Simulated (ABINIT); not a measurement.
Here is an ABINIT 10.8.3 (patched build) calculation.

File run.abi:

```
ndtset 2

pp_dirpath "./"
pseudos "Pd.GGA_PBE-JTH.xml"

acell 2.7527666992 2.7527666992 2.7527666992 Angstrom
rprim
     0.0000000000     0.7071067812     0.7071067812
     0.7071067812     0.0000000000     0.7071067812
     0.7071067812     0.7071067812     0.0000000000
ntypat 1
znucl 46
natom 1
typat 1
xred
     0.0000000000     0.0000000000     0.0000000000

ecut 707.496042 eV
pawecutdg 48.0
pawxcdev 0

ixc -106131

occopt 3
tsmear 0.05 eV

nstep 100

iomode 3
prtwf 0
prteig 0
prtebands 0
enunit 1
prtden1 1
prtvha1 1
prtvclmb1 1
prtpot1 1

kptopt1 1
ngkpt1 12 12 12
nshiftk1 1
shiftk1 0.0 0.0 0.0
nband1 13
tolvrs1 1.0e-9

iscf2 -2
getden2 1
nband2 19
nbdbuf2 4
tolwfr2 1.0e-11
kptopt2 -9
ndivsm2 6
prteig2 1
kptbounds2
     0.0000000000     0.0000000000     0.0000000000
     0.5000000000     0.0000000000     0.5000000000
     0.5000000000     0.2500000000     0.7500000000
     0.3750000000     0.3750000000     0.7500000000
     0.0000000000     0.0000000000     0.0000000000
     0.5000000000     0.5000000000     0.5000000000
     0.6250000000     0.2500000000     0.6250000000
     0.5000000000     0.2500000000     0.7500000000
     0.5000000000     0.5000000000     0.5000000000
     0.3750000000     0.3750000000     0.7500000000
```

Potentials or basis: JTH PAW PBE v2.0.

The run is started by

```sh
$ abinit run.abi > log 2>&1
```

Estimate the band gap on the k mesh.

none (metal or under the smearing width).

Estimate the pressure.

17.8 GPa.

Levels at the corners of the path, in eV from the Fermi level:
```csv
point,band 5,band 6,band 7,band 8,band 9,band 10,band 11,band 12,band 13,band 14
Γ,-6.99,-2.82,-2.82,-2.82,-1.22,-1.22,17.52,22.12,22.12,22.12
X,-5.31,-5.05,-0.05,0.31,0.31,3.63,10.74,13.34,13.34,21.53
W,-4.24,-3.31,-3.31,-1.31,0.31,9.10,9.10,10.25,11.89,25.92
K,-4.67,-4.06,-1.89,-0.94,-0.14,7.31,8.19,10.89,16.02,20.63
Γ,-6.99,-2.82,-2.82,-2.82,-1.22,-1.22,17.52,22.12,22.12,22.12
L,-5.23,-2.87,-2.87,-0.01,-0.01,1.36,7.29,16.92,21.12,21.12
U,-4.67,-4.06,-1.89,-0.94,-0.14,7.31,8.19,10.89,16.02,20.63
W,-4.24,-3.31,-3.31,-1.31,0.31,9.10,9.10,10.25,11.89,25.92
L,-5.23,-2.87,-2.87,-0.01,-0.01,1.36,7.29,16.92,21.12,21.12
K,-4.67,-4.06,-1.89,-0.94,-0.14,7.31,8.19,10.89,16.02,20.63
```

Caveat: the PAW data sets were made with another functional, which shifts forces and pressure a little.
